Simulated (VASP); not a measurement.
## MgS (strained zincblende): one r²SCAN single-point calculation in two programs

```xyz
2
Lattice="0.0000 2.8309 2.8592 2.8309 0.0000 2.8592 2.8309 2.8309 0.0000" Properties=species:S:1:pos:R:3 pbc="T T T"
Mg    0.0000    0.0000    0.0000
S     1.4154    1.4154    1.4296
```

Each program uses its own PAW datasets. VASP's cell holds 8 valence electrons and Ansatz's 16. Ansatz's stress includes a Pulay correction; VASP's doesn't.

Cutoffs: 520 eV in VASP, 500 eV in Ansatz. k meshes: 8×8×8 and 8×8×8.

|  | VASP | Ansatz |
| --- | --- | --- |
| gap between bands v and c | 4.07 eV | 4.08 eV |
| least direct gap | 4.07 eV | 4.08 eV |
| pressure | -0.9 GPa | -0.6 GPa |

Band v is the last that the valence electrons fill when counted band by band, and c is the next. Levels in eV from the top of v, Ansatz:

| point | v−1 | v | c | c+1 |
| --- | --- | --- | --- | --- |
| Γ | 0.00 | 0.00 | 4.08 | 8.54 |
| X | -1.01 | -1.01 | 4.33 | 6.29 |
| K | -1.88 | -0.84 | 5.28 | 7.54 |
| L | -0.36 | -0.31 | 5.75 | 8.13 |
| W | -1.84 | -1.32 | 5.99 | 8.63 |

VASP:

```tsv
point	v−1	v	c	c+1
Γ	0.00	0.00	4.07	8.55
X	-1.02	-1.02	4.33	6.29
K	-1.88	-0.84	5.29	7.55
L	-0.36	-0.31	5.74	8.14
W	-1.85	-1.32	5.99	8.63
```
